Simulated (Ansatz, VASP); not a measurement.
**B in VASP and in Ansatz**

```xyz
4
Lattice="2.9778 0.0000 0.0000 0.0000 2.9778 0.0000 0.0000 0.0000 2.7787" Properties=species:S:1:pos:R:3 pbc="T T T"
B     2.3911    0.5867    0.0000
B     0.5867    2.3911    0.0000
B     0.9022    0.9022    1.3894
B     2.0756    2.0756    1.3894
```

Alike in both runs: functional PBE; k mesh 16 × 16 × 16; occupations gaussian, width 0.1 eV; no spin polarisation.

Ansatz relaxed the structure, and its values are those at the end. VASP's run is a single point on that final structure, the one shown.

|  | VASP | Ansatz |
| --- | --- | --- |
| version | VASP 6.6.1 | Ansatz 0.2.0 |
| potentials or method | VASP PAW PBE potentials, release 64 (B) | scalar-relativistic, plane waves, PAW |
| plane-wave cutoff (eV) | 520 | 420 |
| valence electrons in the cell | 12 | 12 |

Ansatz gave:

```
gap on the k mesh at the Fermi level (eV) : none
pressure (GPa)                            : 0.0
rms of the force components (eV/Å)        : 0.002
```

**Question.** Which values does VASP return?

**Answer.** gap on the k mesh at the Fermi level (eV): none; pressure (GPa): 0.1; rms of the force components (eV/Å): 0.005.

A gap of «none» marks a metal or a gap that the smearing closes.
